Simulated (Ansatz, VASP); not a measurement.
Given: the input of a run of Ansatz 0.2.0 on K. 

input.yaml

```yaml
crystal:
  lattice:
    - [-2.6975585167, 2.6975585167, 2.6975585167]
    - [2.6975585167, -2.6975585167, 2.6975585167]
    - [2.6975585167, 2.6975585167, -2.6975585167]
  atoms:
    - { symbol: K, position: [0.0, 0.0, 0.0] }
hamiltonian:
  xc: lda
  pseudopotentials: { kind: paw }
kpoints:
  mp_grid: { grid: [7, 7, 7] }
scf:
  occupations: { method: gaussian, width: 0.1 }
output:
  forces: true
  stress: true
  eigenvalues: true
```

Potentials or basis: Ansatz PAW.

Command:

```console
$ ansatz run input.yaml --threads 1 --pin off --max-ram 3584MiB --backend cpu --events-out ev --progress --plain --runs-dir out
```

Question: What does the same run look like in VASP 6.6.1? Potentials or basis there: LDA PAW files K_sv, release 54, 520 eV.

Answer: As run (cutoffs and basis follow the program's own potentials, and thresholds, step limits or extra output files can differ):

File INCAR:

```
SYSTEM = K
PREC     = Accurate       ! precision mode
ENCUT    = 520            ! plane-wave cutoff, eV
EDIFF    = 1E-6           ! SCF threshold, eV
ISMEAR   = 0              ! smearing method
SIGMA    = 0.1            ! smearing width, eV
LREAL    = .False.        ! projectors in reciprocal space
LASPH    = .True.         ! aspherical terms in the spheres
NELM     = 100            ! most SCF steps
ALGO     = Normal         ! electronic algorithm
ISIF     = 2              ! what is computed and relaxed
LWAVE    = .False.        ! write WAVECAR
LCHARG   = .True.         ! write CHGCAR
LELF     = .True.         ! ELF
LVHAR    = .True.
```

KPOINTS

```
Automatic mesh
0
Gamma
  7 7 7
  0 0 0
```

File POSCAR:

```
K
1.0
   -2.6975585167      2.6975585167      2.6975585167
    2.6975585167     -2.6975585167      2.6975585167
    2.6975585167      2.6975585167     -2.6975585167
K
1
Cartesian
    0.0000000000      0.0000000000      0.0000000000
```

Potentials or basis: VASP PAW LDA potentials, release 54 (K_sv).

Run with:

```console
$ cat potpaw_LDA.54/K_sv/POTCAR > POTCAR
$ mpirun -np 1 vasp_std > vasp.out
```

Both were run:

|  | Ansatz | VASP |
| --- | --- | --- |
| Pressure | -0.6 GPa | -0.6 GPa |

Ansatz's pressure holds a Pulay term of +0.00 GPa for its cutoff of 420 eV, which the other run lacks.

Ansatz's potentials were made for PBE.

Where Ansatz's input types no cutoff or centring, it takes its own default and a Γ-centred mesh.

The two programs' LDA may be different fits to the electron gas.

Pressure is positive in compression.
